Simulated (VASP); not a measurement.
# HC16 (a cell with a defect) in VASP: further runs

Runs on HC16 (a cell with a defect). Level: PBE+D3(BJ). Tasks: single point, relaxation of the atoms.

Program: VASP 6.6.1. These are calculated values, not measurements. Logs are shortened: lines on timing, memory, paths and dates and some standing lists are left out, and cuts for length are marked.

## (1) Starting point

The cell holds a defect, 17 atoms: a = 5.049 Å, b = 5.049 Å, c = 5.049 Å, α = 60.00°, β = 60.00°, γ = 60.00°.

The cell was built by a generator and needn't be a form met in nature.

## (2) Single point, PBE+D3(BJ)

INCAR reads:

```
SYSTEM = HC16
ALGO = Fast
EDIFF = 1E-7
ENCUT = 520
GGA = PE
ISIF = 2
ISMEAR = 0
IVDW = 12
LASPH = .TRUE.
LCHARG = .FALSE.
LREAL = Auto
LWAVE = .FALSE.
NBANDS = 46
NELECT = 64.0
NELM = 60
PREC = Accurate
SIGMA = 0.02
```

KPOINTS reads:

```
k-points
0
G
  3 3 3
  0 0 0
```

POSCAR reads:

```
HC16
1.0
    0.0000000000      3.5700000000      3.5700000000
    3.5700000000      0.0000000000      3.5700000000
    3.5700000000      3.5700000000      0.0000000000
C H
16 1
Direct
   -0.0066921479      0.0049177637      0.0049784160
    0.1219912794      0.1292812469      0.1265850567
   -0.0036371446      0.0149582068      0.5009430481
    0.1212425658      0.1290956867      0.6316191275
   -0.0049726852      0.5032387264      0.0034791275
    0.1211388649      0.6293228310      0.1229700985
   -0.0114996638      0.4924162530      0.4888194352
    0.1319019807      0.6357656847      0.6376817704
    0.4951201226      0.0049523675      0.0005137968
    0.6195077145      0.1292268809      0.1258500189
    0.4938662068      0.0059841913      0.4993860278
    0.6183836599      0.1305716967      0.6269806377
    0.4951056979      0.5023635448     -0.0001644580
    0.6194119209      0.6311147993      0.1213470109
    0.4952111173      0.5031968808      0.4947603748
    0.6094374092      0.6279947209      0.6254335708
    0.9081112016      0.7165862187      0.5628700403
```

Potentials or basis: VASP PAW PBE potentials, release 64 (C, H).

Launch:

```bash
> cat potpaw_PBE.64/C/POTCAR potpaw_PBE.64/H/POTCAR > POTCAR
> mpirun -np 1 vasp_std > vasp.out
```

OUTCAR:

```text
SYSTEM = HC16
   EDIFF = 1E-7
   ENCUT = 520
   GGA = PE
   ISIF = 2
   ISMEAR = 0
   IVDW = 12
   LASPH = .TRUE.
   LREAL = Auto
   NELECT = 64.0
   NELM = 60
   PREC = Accurate
 IVDW          = 12

 ion  position               nearest neighbor table
   1  0.993  0.005  0.005-   4 1.54  10 1.54   2 1.54   6 1.55
   2  0.122  0.129  0.127-   9 1.54   5 1.54   3 1.54   1 1.54
   3  0.996  0.015  0.501-   4 1.52   2 1.54  12 1.56   8 1.57
   4  0.121  0.129  0.632-   7 1.50   3 1.52  11 1.54   1 1.54
   5  0.995  0.503  0.003-   8 1.51   6 1.53   2 1.54  14 1.55
   6  0.121  0.629  0.123-   7 1.51   5 1.53  13 1.54   1 1.55
   7  0.989  0.492  0.489-  17 1.18   4 1.50   6 1.51  16 1.56   8 1.80
   8  0.132  0.636  0.638-  17 1.18  15 1.50   5 1.51   3 1.57   7 1.80
   9  0.495  0.005  0.001-   2 1.54  12 1.54  14 1.54  10 1.54
  10  0.620  0.129  0.126-  13 1.54  11 1.54   1 1.54   9 1.54
  11  0.494  0.006  0.499-   4 1.54  10 1.54  12 1.55  16 1.56
  12  0.618  0.131  0.627-  15 1.54   9 1.54  11 1.55   3 1.56
  13  0.495  0.502  1.000-  10 1.54   6 1.54  14 1.54  16 1.54
  14  0.619  0.631  0.121-  15 1.54   9 1.54  13 1.54   5 1.55
  15  0.495  0.503  0.495-   8 1.50  16 1.52  12 1.54  14 1.54
  16  0.609  0.628  0.625-  15 1.52  13 1.54  11 1.56   7 1.56
  17  0.908  0.717  0.563-   8 1.18   7 1.18

  LATTYP: Found a face centered cubic cell.
 ALAT       =     7.1400000000

  Lattice vectors:

 A1 = (   0.0000000000,   3.5700000000,   3.5700000000)
 A2 = (   3.5700000000,   0.0000000000,   3.5700000000)
 A3 = (   3.5700000000,   3.5700000000,   0.0000000000)

Analysis of symmetry for initial positions (statically):
=====================================================================
 Subroutine PRICEL returns:
 Original cell was already a primitive cell.

 Routine SETGRP: Setting up the symmetry group for a
 face centered cubic supercell.

 Subroutine GETGRP returns: Found  1 space group operations
 (whereof  1 operations were pure point group operations)
 out of a pool of 48 trial point group operations.

The static configuration has the point symmetry C_1 .

Analysis of symmetry for dynamics (positions and initial velocities):
=====================================================================
 Subroutine PRICEL returns:
 Original cell was already a primitive cell.

 Routine SETGRP: Setting up the symmetry group for a
 face centered cubic supercell.

 Subroutine GETGRP returns: Found  1 space group operations
 (whereof  1 operations were pure point group operations)
 out of a pool of 48 trial point group operations.

The dynamic configuration has the point symmetry C_1 .

 Subroutine INISYM returns: Found  1 space group operations
 (whereof  1 operations are pure point group operations),
 and found     1 'primitive' translations

----------------------------------------------------------------------------------------

                                     Primitive cell

  volume of cell :      90.9986

  direct lattice vectors                    reciprocal lattice vectors
     0.000000000  3.570000000  3.570000000    -0.140056022  0.140056022  0.140056022
     3.570000000  0.000000000  3.570000000     0.140056022 -0.140056022  0.140056022
     3.570000000  3.570000000  0.000000000     0.140056022  0.140056022 -0.140056022

  length of vectors
     5.048742418  5.048742418  5.048742418     0.242584147  0.242584147  0.242584147

  position of ions in fractional coordinates (direct lattice)
     0.993307852  0.004917764  0.004978416
     0.121991279  0.129281247  0.126585057
     0.996362855  0.014958207  0.500943048
     0.121242566  0.129095687  0.631619128
     0.995027315  0.503238726  0.003479128
     0.121138865  0.629322831  0.122970098
[... 9 lines left out ...]
     0.609437409  0.627994721  0.625433571
     0.908111202  0.716586219  0.562870040

  ion indices of the primitive-cell ions
   primitive index   ion index
                 1           1
                 2           2
                 3           3
                 4           4
                 5           5
                 6           6
[... 9 lines left out ...]
                16          16
                17          17

----------------------------------------------------------------------------------------

 KPOINTS: k-points

Automatic generation of k-mesh.
 Grid dimensions read from file:
 generate k-points for:    3    3    3

 Generating k-lattice:

  Cartesian coordinates                     Fractional coordinates (reciprocal lattice)
    -0.046685341  0.046685341  0.046685341     0.333333333  0.000000000  0.000000000
     0.046685341 -0.046685341  0.046685341     0.000000000  0.333333333  0.000000000
     0.046685341  0.046685341 -0.046685341     0.000000000  0.000000000  0.333333333

  Length of vectors
     0.080861382  0.080861382  0.080861382

  Shift w.r.t. Gamma in fractional coordinates (k-lattice)
     0.000000000  0.000000000  0.000000000

[... 67 lines left out ...]
   IVDW    =    12    specifies the selected vdW correction
   LEPSILON=     F    determine dielectric tensor
   LRPA    =     F    only Hartree local field effects (RPA)
 non-spin polarized calculation
 RMM-DIIS sequential band-by-band and
 Gauss-broadening in eV      SIGMA  =   0.02
  energy-cutoff  :      520.00
  volume of cell :       91.00
 maximum number of plane-waves:      2453
 NGX is ok and might be reduce to    40
   NGX = 19   NGY = 19   NGZ = 19

 number of electron      64.0000000 magnetization

 Free energy of the ion-electron system (eV)
  ---------------------------------------------------
  ext. energy  EPLUGINS =         0.00000000
  ---------------------------------------------------
  free energy    TOTEN  =      -155.22761198 eV

  energy without entropy =     -155.22761198  energy(sigma->0) =     -155.22761198

 E-fermi :   9.9902     XC(G=0): -13.2419

 val. band max:        9.8908698397   @ k =   0.0000   0.0000   0.0000
 cond. band min:      12.4762811824   @ k =   0.0000   0.0000   0.0000
 fundamental gap:      2.5854113427
 Fermi energy:         9.9902309900

 k-point     1 :       0.0000    0.0000    0.0000
  band No.  band energies     occupation
      1     -11.9905      2.00000
      2      -6.9433      2.00000
      3      -6.0153      2.00000
      4      -5.9366      2.00000
      5      -5.8836      2.00000
      6      -4.7858      2.00000
[... 36 lines left out ...]
     43      17.6824      0.00000
     44      18.0710      0.00000

 k-point     2 :       0.3333    0.0000    0.0000
  band No.  band energies     occupation
      1     -11.2776      2.00000
      2      -8.9370      2.00000
      3      -6.6923      2.00000
      4      -6.1688      2.00000
      5      -5.9238      2.00000
      6      -5.2190      2.00000
[... 36 lines left out ...]
     43      17.7357      0.00000
     44      18.0005      0.00000

 k-point     3 :       0.0000    0.3333    0.0000
  band No.  band energies     occupation
      1     -11.2775      2.00000
      2      -8.9373      2.00000
      3      -6.6925      2.00000
      4      -6.1690      2.00000
      5      -5.9235      2.00000
      6      -5.2183      2.00000
[... 36 lines left out ...]
     43      17.7329      0.00000
     44      18.0016      0.00000

 k-point     4 :       0.0000    0.0000    0.3333
  band No.  band energies     occupation
      1     -11.2982      2.00000
      2      -8.8916      2.00000
      3      -6.5862      2.00000
      4      -6.1548      2.00000
      5      -5.9548      2.00000
      6      -5.3026      2.00000
[... 412 lines left out ...]
     43      19.1609      0.00000
     44      19.4406      0.00000

 k-point    13 :      -0.3333    0.3333   -0.3333
  band No.  band energies     occupation
      1     -10.2237      2.00000
      2      -9.3399      2.00000
      3      -8.8523      2.00000
      4      -6.9753      2.00000
      5      -6.6881      2.00000
      6      -4.6096      2.00000
[... 36 lines left out ...]
     43      19.2672      0.00000
     44      19.4861      0.00000

 k-point    14 :       0.3333   -0.3333   -0.3333
  band No.  band energies     occupation
      1     -10.2240      2.00000
      2      -9.3396      2.00000
      3      -8.8521      2.00000
      4      -6.9755      2.00000
      5      -6.6884      2.00000
      6      -4.6093      2.00000
[... 36 lines left out ...]
     43      19.2685      0.00000
     44      19.4893      0.00000
 [bands above 44 left out]

------------------------ aborting loop because EDIFF is reached ----------------------------------------

 Edisp (eV)   -3.23253

 E8    (eV) :    -0.9204

  FORCE on cell =-STRESS in cart. coord.  units (eV):
  Direction    XX          YY          ZZ          XY          YZ          ZX
  --------------------------------------------------------------------------------------
  -------------------------------------------------------------------------------------
  Total      -9.09262    -9.09056    -8.84254     2.05881     2.59636     2.60093
  in kB    -160.09034  -160.05398  -155.68726    36.24871    45.71309    45.79366
  external pressure =     -158.61 kB  Pullay stress =        0.00 kB

 VOLUME and BASIS-vectors are now :
 -----------------------------------------------------------------------------
  energy-cutoff  :      520.00
  volume of cell :       91.00
      direct lattice vectors                 reciprocal lattice vectors
     0.000000000  3.570000000  3.570000000    -0.140056022  0.140056022  0.140056022
     3.570000000  0.000000000  3.570000000     0.140056022 -0.140056022  0.140056022
     3.570000000  3.570000000  0.000000000     0.140056022  0.140056022 -0.140056022

 POSITION                                       TOTAL-FORCE (eV/Angst)
 -----------------------------------------------------------------------------------
      0.03533      3.56388      3.56367         0.000850      0.003539     -0.003353
      0.91344      0.88742      0.89704        -0.006712      0.000963     -0.003134
      1.84177      5.34538      3.61042         0.004477     -0.003054      0.006208
      2.71575      2.68772      0.89371         0.001001     -0.001285      0.004932
      1.80898      3.56467      5.34881        -0.002379     -0.001685     -0.007821
      2.68569      0.87147      2.67915        -0.008416      0.002106      0.004243
[... 9 lines left out ...]
      4.47474      4.40849      4.41763         0.009923     -0.003669     -0.006575
      4.56766      5.25140      5.80017         0.030677     -0.025273      0.001815
 -----------------------------------------------------------------------------------
    total drift:                               -0.042416      0.040281     -0.001911

  FREE ENERGIE OF THE ION-ELECTRON SYSTEM (eV)
  ---------------------------------------------------
  free  energy   TOTEN  =      -158.4601384798 eV

  energy  without entropy=     -158.4601384798  energy(sigma->0) =     -158.46013848
```

Wall time 87 s (1 thread of Intel Xeon Platinum 8559C (Emerald Rapids), shared host); peak memory 0.29 GiB.

Results:

```yaml
Free_energy: -158.4601 eV
Largest_force: 0.040 eV/Å
Band_gap_on_the_k_mesh: 2.59 eV, direct
Dispersion_energy_per_atom: -0.190 eV
```

Forces in eV/Å, atoms in the order of the input:
```
C    0.001  0.004 -0.003
C   -0.007  0.001 -0.003
C    0.004 -0.003  0.006
C    0.001 -0.001  0.005
C   -0.002 -0.002 -0.008
C   -0.008  0.002  0.004
C   -0.022  0.002  0.000
C    0.001  0.015  0.009
C   -0.008  0.005  0.002
C   -0.002 -0.002 -0.006
C    0.001  0.001  0.000
C    0.000 -0.003 -0.005
C   -0.006 -0.002  0.005
C    0.007  0.009  0.004
C   -0.001  0.002 -0.005
C    0.010 -0.004 -0.007
H    0.031 -0.025  0.002
```

Levels at points of the mesh, in eV from the valence-band top:
| k point | band 30 | band 31 | band 32 | band 33 | band 34 | band 35 |
| --- | --- | --- | --- | --- | --- | --- |
| (0.00, 0.00, 0.00) | -0.28 | -0.15 | 0.00 | 2.59 | 3.35 | 4.29 |

Caveat: the k mesh is coarse (spacing up to 0.51 Å⁻¹), so the values aren't converged; the cell carries a net charge on a neutralising background, which shifts energy and pressure; the cell is charged against a uniform background, so pressure and absolute levels hang on convention. PBE gaps usually lie below the measured ones, often by a third to a half.

## (3) Relaxation of the atoms, PBE+D3(BJ)

INCAR reads:

```
SYSTEM = HC16
PREC     = Accurate       ! precision mode
ENCUT    = 520            ! plane-wave cutoff, eV
EDIFF    = 1E-6           ! SCF threshold, eV
ISMEAR   = 0              ! smearing method
SIGMA    = 0.02           ! smearing width, eV
LREAL    = Auto         
LASPH    = .True.         ! aspherical terms in the spheres
NELM     = 60             ! most SCF steps
ALGO     = Normal         ! electronic algorithm
ISIF     = 2              ! what is computed and relaxed
LWAVE    = .False.        ! write WAVECAR
LCHARG   = .False.        ! write CHGCAR
GGA      = PE             ! functional
IVDW     = 12             ! dispersion correction
IBRION   = 2              ! ionic algorithm
NSW      = 80             ! ionic steps
EDIFFG   = -0.03          ! ionic threshold
NELECT   = 64.0
```

KPOINTS reads:

```
Automatic mesh
0
Gamma
  3 3 3
  0 0 0
```

POSCAR reads:

```
HC16
1.0
    0.0000000000      3.5700000000      3.5700000000
    3.5700000000      0.0000000000      3.5700000000
    3.5700000000      3.5700000000      0.0000000000
C H
16 1
Direct
    0.0000000000      0.0000000000      0.0000000000
    0.1250000000      0.1250000000      0.1250000000
    0.0000000000      0.0000000000      0.5000000000
    0.1250000000      0.1250000000      0.6250000000
    0.0000000000      0.5000000000      0.0000000000
    0.1250000000      0.6250000000      0.1250000000
    0.0000000000      0.5000000000      0.5000000000
    0.1250000000      0.6250000000      0.6250000000
    0.5000000000      0.0000000000      0.0000000000
    0.6250000000      0.1250000000      0.1250000000
    0.5000000000      0.0000000000      0.5000000000
    0.6250000000      0.1250000000      0.6250000000
    0.5000000000      0.5000000000      0.0000000000
    0.6250000000      0.6250000000      0.1250000000
    0.5000000000      0.5000000000      0.5000000000
    0.6250000000      0.6250000000      0.6250000000
    0.8236281000      0.7909877000      0.5740531000
```

Potentials or basis: VASP PAW PBE potentials, release 64 (C, H).

Launch:

```bash
> cat potpaw_PBE.64/C/POTCAR potpaw_PBE.64/H/POTCAR > POTCAR
> mpirun -np 1 vasp_std > vasp.out
```

Wall time 16 min (1 thread of Intel Xeon Platinum 8559C (Emerald Rapids), shared host); peak memory 0.29 GiB.

The run converged. Its results:

* Free energy: -158.4601 eV
* Energy gained by relaxing: 26.8 meV/atom
* Ionic steps: 26
* Largest force after relaxing: 0.025 eV/Å
* Band gap on the k mesh: 2.68 eV, direct
* Dispersion energy per atom: -0.190 eV

Forces on the atoms (eV/Å):
```
C    0.013 -0.001 -0.012
C    0.008 -0.017  0.001
C    0.005 -0.003  0.007
C    0.002 -0.003  0.015
C   -0.016  0.015  0.003
C   -0.011  0.008  0.004
C   -0.017  0.003 -0.006
C   -0.009  0.002  0.009
C   -0.002  0.010 -0.012
C    0.005 -0.015  0.006
C    0.005  0.004 -0.011
C    0.006 -0.006  0.013
C    0.005 -0.002 -0.006
C    0.012 -0.002  0.013
C    0.009  0.003 -0.011
C    0.007 -0.009 -0.007
H   -0.021  0.012 -0.006
```

The path:
```tsv
step	energy change (eV)	largest force (eV/Å)	pressure (GPa)
1	0.0000	2.1345	-19.14
2	0.5335	3.6146	-17.63
3	-0.2095	0.4388	-19.72
4	-0.2223	0.5057	-19.72
5	-0.2228	0.4947	-19.73
6	-0.2382	0.5602	-19.70
7	-0.2706	0.6808	-19.51
8	-0.2271	1.3059	-18.77
9	-0.2759	0.6818	-19.41
10	-0.2875	0.6818	-19.32
11	-0.3128	0.5912	-18.98
12	-0.2908	1.1668	-17.91
13	-0.3183	0.5872	-18.76
14	-0.3468	0.5315	-18.39
15	-0.3859	0.6640	-17.13
16	-0.4148	0.5221	-16.95
17	-0.4296	0.6651	-16.63
18	-0.4466	0.3110	-16.38
19	-0.4472	0.2694	-16.31
20	-0.4521	0.1494	-16.27
21	-0.4526	0.1575	-16.24
22	-0.4547	0.1008	-16.19
23	-0.4549	0.1011	-16.17
24	-0.4560	0.0384	-16.12
25	-0.4561	0.0564	-16.09
26	-0.4563	0.0249	-16.07
```

Final structure:
```cif
data_structure
_symmetry_space_group_name_H-M 'P 1'
_symmetry_Int_Tables_number 1
_cell_length_a 5.0487
_cell_length_b 5.0487
_cell_length_c 5.0487
_cell_angle_alpha 60.000
_cell_angle_beta 60.000
_cell_angle_gamma 60.000
_cell_volume 91.00
loop_
_atom_site_label
_atom_site_type_symbol
_atom_site_fract_x
_atom_site_fract_y
_atom_site_fract_z
_atom_site_occupancy
C1 C 0.99362 0.00459 0.00494 1
C2 C 0.12223 0.12897 0.12661 1
C3 C 0.99640 0.01490 0.50091 1
C4 C 0.12124 0.12891 0.63171 1
C5 C 0.99498 0.50301 0.00360 1
C6 C 0.12127 0.62909 0.12302 1
C7 C 0.98894 0.49278 0.48924 1
C8 C 0.13159 0.63510 0.63758 1
C9 C 0.49534 0.00471 0.00051 1
C10 C 0.61973 0.12890 0.12588 1
C11 C 0.49383 0.00592 0.49938 1
C12 C 0.61834 0.13050 0.62703 1
C13 C 0.49529 0.50211 0.99985 1
C14 C 0.61955 0.63076 0.12149 1
C15 C 0.49536 0.50309 0.49479 1
C16 C 0.60959 0.62785 0.62557 1
H1 H 0.90632 0.71979 0.56195 1
```

Levels at points of the mesh, in eV from the valence-band top:
```tsv
k point	band 29	band 30	band 31	band 32	band 33	band 34	band 35	band 36
(0.00, 0.00, 0.00)	-2.61	-0.29	-0.14	0.00	2.68	3.28	4.30	4.50
```

Caveat: the k mesh is coarse (spacing up to 0.51 Å⁻¹), so the values aren't converged; the cell carries a net charge on a neutralising background, which shifts energy and pressure; the cell is charged against a uniform background, so pressure and absolute levels hang on convention.
